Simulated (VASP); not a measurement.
# Al in VASP: single point with LDA

Aim: the single point of Al with LDA.

All numbers are computed with VASP 6.6.1; they aren't measurements. Logs are shortened: lines on timing, memory, paths and dates and some standing lists are left out, and cuts for length are marked.

## Step 1: The slab as given

The cell holds a slab with vacuum, 4 atoms: a = 2.862 Å, b = 2.862 Å, c = 28.296 Å, α = 90.00°, β = 90.00°, γ = 120.00°.

The cell was built by a generator and needn't be a form met in nature.

## Step 2: Single point, LDA

INCAR

```
SYSTEM = Al
  PREC = Accurate
  ENCUT = 520
  EDIFF = 1E-6
  ISMEAR = 1
  SIGMA = 0.1
  LREAL = .False.
  LASPH = .True.
  NELM = 100
  ALGO = Fast
  ISIF = 2
  LWAVE = .False.
  LCHARG = .True.
  LDIPOL = .True.
  IDIPOL = 3
  DIPOL = 0.5 0.5 0.665
  GGA = CA
  LELF = .True.
  LVHAR = .True.
  LVACPOTAV = .True.
  NBANDS = 14
```

KPOINTS

```
Automatic mesh
0
Gamma
  15 15 1
  0 0 0
```

POSCAR

```
Al
1.0
    2.8621935680      0.0000000000      0.0000000000
   -1.4310967840      2.4787323405      0.0000000000
    0.0000000000      0.0000000000     28.2961272063
Al
4
Direct
    0.6666666667      0.3333333333      0.5433432330
    0.3333333333      0.6666666667      0.6243667234
    0.0000000000      1.0000000000      0.7055028979
    0.6666666667      0.3333333333      0.7875249630
```

Potentials or basis: VASP PAW LDA potentials, release 64 (Al).

Launch:

```
$ cat potpaw_LDA.64/Al/POTCAR > POTCAR
$ mpirun -np 1 vasp_std > vasp.out
```

OUTCAR:

```text
SYSTEM = Al
   PREC = Accurate
   ENCUT = 520
   EDIFF = 1E-6
   ISMEAR = 1
   LREAL = .False.
   LASPH = .True.
   NELM = 100
   ISIF = 2
   GGA = CA

 ion  position               nearest neighbor table
   1  0.667  0.333  0.543-   2 2.83   2 2.83   2 2.83
   2  0.333  0.667  0.624-   1 2.83   1 2.83   1 2.83   3 2.83   3 2.83   3 2.83
   3  0.000  0.000  0.706-   2 2.83   2 2.83   2 2.83   4 2.85   4 2.85   4 2.85
   4  0.667  0.333  0.788-   3 2.85   3 2.85   3 2.85

  LATTYP: Found a hexagonal cell.
 ALAT       =     2.8621935680
 C/A-ratio  =     9.8861682601

  Lattice vectors:

 A1 = (   2.8621935680,   0.0000000000,   0.0000000000)
 A2 = (  -1.4310967840,   2.4787323405,   0.0000000000)
 A3 = (   0.0000000000,   0.0000000000,  28.2961272063)

Analysis of symmetry for initial positions (statically):
=====================================================================
 Subroutine PRICEL returns:
 Original cell was already a primitive cell.

 Routine SETGRP: Setting up the symmetry group for a
 hexagonal supercell.

 Subroutine GETGRP returns: Found  6 space group operations
 (whereof  6 operations were pure point group operations)
 out of a pool of 24 trial point group operations.

The static configuration has the point symmetry C_3v.

Analysis of symmetry for dynamics (positions and initial velocities):
=====================================================================
 Subroutine PRICEL returns:
 Original cell was already a primitive cell.

 Routine SETGRP: Setting up the symmetry group for a
 hexagonal supercell.

 Subroutine GETGRP returns: Found  6 space group operations
 (whereof  6 operations were pure point group operations)
 out of a pool of 24 trial point group operations.

The dynamic configuration has the point symmetry C_3v.

 Subroutine INISYM returns: Found  6 space group operations
 (whereof  6 operations are pure point group operations),
 and found     1 'primitive' translations

----------------------------------------------------------------------------------------

                                     Primitive cell

  volume of cell :     200.7500

  direct lattice vectors                    reciprocal lattice vectors
     2.862193568  0.000000000  0.000000000     0.349382380  0.201716011  0.000000000
    -1.431096784  2.478732341  0.000000000     0.000000000  0.403432022  0.000000000
     0.000000000  0.000000000 28.296127206     0.000000000  0.000000000  0.035340525

  length of vectors
     2.862193568  2.862193568 28.296127206     0.403432022  0.403432022  0.035340525

  position of ions in fractional coordinates (direct lattice)
     0.666666667  0.333333333  0.543343233
     0.333333333  0.666666667  0.624366723
     0.000000000  0.000000000  0.705502898
     0.666666667  0.333333333  0.787524963

  ion indices of the primitive-cell ions
   primitive index   ion index
                 1           1
                 2           2
                 3           3
                 4           4

----------------------------------------------------------------------------------------

 KPOINTS: Automatic mesh

Automatic generation of k-mesh.
 Grid dimensions read from file:
 generate k-points for:   15   15    1

 Generating k-lattice:

  Cartesian coordinates                     Fractional coordinates (reciprocal lattice)
     0.023292159  0.013447734  0.000000000     0.066666667  0.000000000  0.000000000
     0.000000000  0.026895468  0.000000000     0.000000000  0.066666667  0.000000000
     0.000000000  0.000000000  0.035340525     0.000000000  0.000000000  1.000000000

  Length of vectors
     0.026895468  0.026895468  0.035340525

  Shift w.r.t. Gamma in fractional coordinates (k-lattice)
     0.000000000  0.000000000  0.000000000

 Subroutine IBZKPT returns following result:
 ===========================================

 Found     27 irreducible k-points:

 Following reciprocal coordinates:
            Coordinates               Weight
  0.000000  0.000000  0.000000      1.000000
  0.066667 -0.000000  0.000000      6.000000
  0.133333 -0.000000  0.000000      6.000000
  0.200000 -0.000000  0.000000      6.000000
  0.266667 -0.000000  0.000000      6.000000
  0.333333  0.000000  0.000000      6.000000
[... 16 lines left out ...]
  0.333333  0.200000  0.000000     12.000000
  0.400000  0.200000  0.000000      6.000000
 [... further k-points ...]
   k-points           NKPTS =     27   k-points in BZ     NKDIM =     27   number of bands    NBANDS=     14
   number of dos      NEDOS =    301   number of ions     NIONS =      4
   total plane-waves  NPLWV = 120960
   dimension x,y,z NGX =    24 NGY =   24 NGZ =  210
   dimension x,y,z NGXF=    48 NGYF=   48 NGZF=  420
   ions per type =               4
   NGX,Y,Z   is equivalent  to a cutoff of  13.94, 13.94, 12.34 a.u.
   NGXF,Y,Z  is equivalent  to a cutoff of  27.88, 27.88, 24.68 a.u.
 SYSTEM =  Al
   PREC   = accura    normal or accurate (medium, high low for compatibility)
   ISTART =      0    job   : 0-new  1-cont  2-samecut
   ICHARG =      2    charge: 1-file 2-atom 10-const
   ISPIN  =      1    spin polarized calculation?
   LNONCOLLINEAR =      F non collinear calculations
   LSORBIT =      F    spin-orbit coupling
   LASPH  =      T    aspherical Exc in radial PAW
   ENCUT  =  520.0 eV  38.22 Ry    6.18 a.u.   5.32  5.32 52.61*2*pi/ulx,y,z
   NELM   =    100;   NELMIN=  2; NELMDL= -5     # of ELM steps
   EDIFF  = 0.1E-05   stopping-criterion for ELM
   LREAL  =      F    real-space projection
   EDIFFG = 0.1E-04   stopping-criterion for IOM
   NSW    =      0    number of steps for IOM
   IBRION =     -1    ionic relax: 0-MD 1-quasi-New 2-CG
   NFREE  =      0    steps in history (QN), initial steepest desc. (CG)
   ISIF   =      2    stress and relaxation
   ISYM   =      2    0-nonsym 1-usesym 2-fastsym
   POTIM  = 0.5000    time-step for ionic-motion
   TEBEG  =    0.0;   TEEND  =   0.0 temperature during run
   PSTRESS=    0.0 pullay stress
   NELECT =      12.0000    total number of electrons
   NUPDOWN=      -1.0000    fix difference up-down
   EMIN   =  10.00;   EMAX   =-10.00  energy-range for DOS
   EFERMI =   0.00;   METHOD = LEGACY
   ISMEAR =     1;   SIGMA  =   0.10  broadening in eV -4-tet -1-fermi 0-gaus
   EFERMI_NEDOS =   21; number of points for ismear=-14 and -15
   IALGO  =     68    algorithm
   IMIX   =      4    mixing-type and parameters
     AMIX     =   0.40;   BMIX     =  1.00
     AMIX_MAG =   1.60;   BMIX_MAG =  1.00
  volume/ion in A,a.u.               =      50.19       338.68
  Fermi-wavevector in a.u.,A,eV,Ry     =   0.640103  1.209620  5.574745  0.409732
  Thomas-Fermi vector in A             =   1.706000
   LORBIT       =      0    0 simple, 1 ext, 2 COOP (PROOUT), +10 PAW based schemes
   GGA     = CA    functional components
   LHFCALC =     F    Hartree Fock is set to
   AEXX    =    0.0000 exact exchange contribution
   IVDW    =     0    specifies the selected vdW correction
   LEPSILON=     F    determine dielectric tensor
   LRPA    =     F    only Hartree local field effects (RPA)
 non-spin polarized calculation
 RMM-DIIS sequential band-by-band and
 Methfessel and Paxton  Order N= 1 SIGMA  =   0.10
  energy-cutoff  :      520.00
  volume of cell :      200.75
 maximum number of plane-waves:      5457
 NGX is ok and might be reduce to    24
   NGX = 11   NGY = 11   NGZ =105

 dipolmoment           0.000000      0.000000      0.000986 electrons x Angstroem

 number of electron      12.0000000 magnetization

 dipolmoment           0.000000      0.000000     -0.000311 electrons x Angstroem

 Free energy of the ion-electron system (eV)
  ---------------------------------------------------
  ext. energy  EPLUGINS =         0.00000000
  ---------------------------------------------------
  free energy    TOTEN  =       -15.84101834 eV

  energy without entropy =      -15.83920765  energy(sigma->0) =      -15.84041478

 E-fermi :  -0.2392     XC(G=0):  -4.0843

 val. band max:       -0.2476657757   @ k =   0.1333  -0.0000   0.0000
 cond. band min:      -0.2334194539   @ k =   0.3333   0.2000   0.0000
 fundamental gap:      0.0142463217
 Fermi energy:        -0.2391820693

 k-point     1 :       0.0000    0.0000    0.0000
  band No.  band energies     occupation
      1     -11.0736      2.00000
      2      -9.9951      2.00000
      3      -8.3173      2.00000
      4      -6.0367      2.00000
      5      -3.5643      2.00000
      6      -0.6442      2.00000
      7       1.9171      0.00000
      8       3.4226      0.00000
      9       3.9483      0.00000
     10       4.5586      0.00000
     11       4.7045      0.00000
     12       6.0840      0.00000
     13       6.1445      0.00000
     14       8.0904      0.00000

 k-point     2 :       0.0667   -0.0000    0.0000
  band No.  band energies     occupation
      1     -10.9670      2.00000
      2      -9.8892      2.00000
      3      -8.2122      2.00000
      4      -5.9317      2.00000
      5      -3.4644      2.00000
      6      -0.5445      2.00014
      7       2.0166      0.00000
      8       3.5268      0.00000
      9       4.0555      0.00000
     10       4.6630      0.00000
     11       4.8097      0.00000
     12       6.1858      0.00000
     13       6.2419      0.00000
     14       8.5371      0.00000

 k-point     3 :       0.1333   -0.0000    0.0000
  band No.  band energies     occupation
      1     -10.6478      2.00000
      2      -9.5718      2.00000
      3      -7.8973      2.00000
      4      -5.6175      2.00000
      5      -3.1650      2.00000
      6      -0.2477      1.14302
      7       2.3087      0.00000
      8       3.8335      0.00000
      9       4.3745      0.00000
     10       4.9653      0.00000
     11       5.1150      0.00000
     12       6.0739      0.00000
     13       6.5564      0.00000
     14       8.1990      0.00000

 k-point     4 :       0.2000   -0.0000    0.0000
  band No.  band energies     occupation
      1     -10.1175      2.00000
      2      -9.0446      2.00000
      3      -7.3745      2.00000
      4      -5.0968      2.00000
      5      -2.6674      2.00000
      6       0.2341     -0.00000
      7       2.7061      0.00000
      8       3.7330      0.00000
      9       4.3910      0.00000
     10       4.6444      0.00000
     11       4.9315      0.00000
     12       5.6448      0.00000
     13       6.1676      0.00000
     14       7.2884      0.00000

 k-point     5 :       0.2667   -0.0000    0.0000
  band No.  band energies     occupation
      1      -9.3784      2.00000
      2      -8.3099      2.00000
      3      -6.6465      2.00000
      4      -4.3750      2.00000
      5      -1.9767      2.00000
      6       0.7321     -0.00000
      7       1.5288     -0.00000
      8       2.4267      0.00000
      9       3.5020      0.00000
     10       4.0726      0.00000
     11       5.1204      0.00000
[... 276 lines left out ...]
 k-point    22 :       0.2667    0.2000    0.0000
  band No.  band energies     occupation
      1      -7.1848      2.00000
      2      -6.1309      2.00000
      3      -4.4948      2.00000
      4      -2.3117      2.00000
      5      -1.1010      2.00000
      6      -0.1444     -0.03765
      7       0.1878     -0.00000
      8       0.5382     -0.00000
      9       1.2821     -0.00000
     10       1.7488     -0.00000
     11       3.0681      0.00000
     12       3.3261      0.00000
     13       4.0090      0.00000
     14       5.3160      0.00000

 k-point    23 :       0.3333    0.2000    0.0000
  band No.  band energies     occupation
      1      -5.9474      2.00000
      2      -4.9051      2.00000
      3      -3.3132      2.00000
      4      -2.9216      2.00000
      5      -1.9197      2.00000
      6      -0.9574      2.00000
      7      -0.2334      0.90264
      8       0.1108     -0.00001
      9       1.1319     -0.00000
     10       1.4717     -0.00000
     11       2.1986      0.00000
     12       2.9329      0.00000
     13       4.2281      0.00000
     14       4.5026      0.00000

 k-point    24 :       0.4000    0.2000    0.0000
  band No.  band energies     occupation
      1      -4.5443      2.00000
      2      -4.4966      2.00000
      3      -3.5156      2.00000
      4      -3.5019      2.00000
      5      -2.1103      2.00000
      6      -1.5302      2.00000
      7      -0.1995      0.38295
      8       0.1452     -0.00000
      9       0.7971     -0.00000
     10       1.3809     -0.00000
     11       2.5729      0.00000
     12       2.8349      0.00000
     13       2.9820      0.00000
     14       4.8570      0.00000

 [... further k-points ...]

------------------------ aborting loop because EDIFF is reached ----------------------------------------

  FORCE on cell =-STRESS in cart. coord.  units (eV):
  Direction    XX          YY          ZZ          XY          YZ          ZX
  --------------------------------------------------------------------------------------
  -------------------------------------------------------------------------------------
  Total       -2.4470630     -2.4470630     -0.3192013     -0.0000000     -0.0000000      0.0000000
  in kB      -19.5299039    -19.5299039     -2.5475314     -0.0000000     -0.0000000      0.0000000
  external PRESSURE =     -13.8691131 kB  Pullay stress =       0.0000000 kB

 VOLUME and BASIS-vectors are now :
 -----------------------------------------------------------------------------
  energy-cutoff  :      520.00
  volume of cell :      200.75
      direct lattice vectors                 reciprocal lattice vectors
     2.862193568  0.000000000  0.000000000     0.349382380  0.201716011  0.000000000
    -1.431096784  2.478732341  0.000000000     0.000000000  0.403432022  0.000000000
     0.000000000  0.000000000 28.296127206     0.000000000  0.000000000  0.035340525

 POSITION                                       TOTAL-FORCE (eV/Angst)
 -----------------------------------------------------------------------------------
      1.43110      0.82624     15.37451         0.000000     -0.000000     -0.011674
     -0.00000      1.65249     17.66716         0.000000     -0.000000      0.097187
      0.00000      0.00000     19.96300        -0.000000     -0.000000     -0.022287
      1.43110      0.82624     22.28391        -0.000000      0.000000     -0.063225
 -----------------------------------------------------------------------------------
    total drift:                               -0.000000     -0.000000     -0.000018

  FREE ENERGIE OF THE ION-ELECTRON SYSTEM (eV)
  ---------------------------------------------------
  free  energy   TOTEN  =       -15.8410183447 eV

  energy  without entropy=      -15.8392076533  energy(sigma->0) =      -15.84041478

 vacuum level on the upper side and lower side of the slab         4.008         4.016
```

Run time: 79 s. Hardware: 1 thread of Intel Xeon Platinum 8488C (Sapphire Rapids), shared host; peak memory 0.26 GiB.

Results:

```
Free energy                     : -15.8410 eV
Largest force                   : 0.097 eV/Å
Band gap on the k mesh          : none (metal or under the smearing width)
Work function of the upper face : 4.25 eV
Work function of the lower face : 4.26 eV
```

Forces in eV/Å, atoms in the order of the input:
```
Al   0.000  0.000 -0.012
Al   0.000  0.000  0.097
Al   0.000  0.000 -0.022
Al   0.000  0.000 -0.063
```
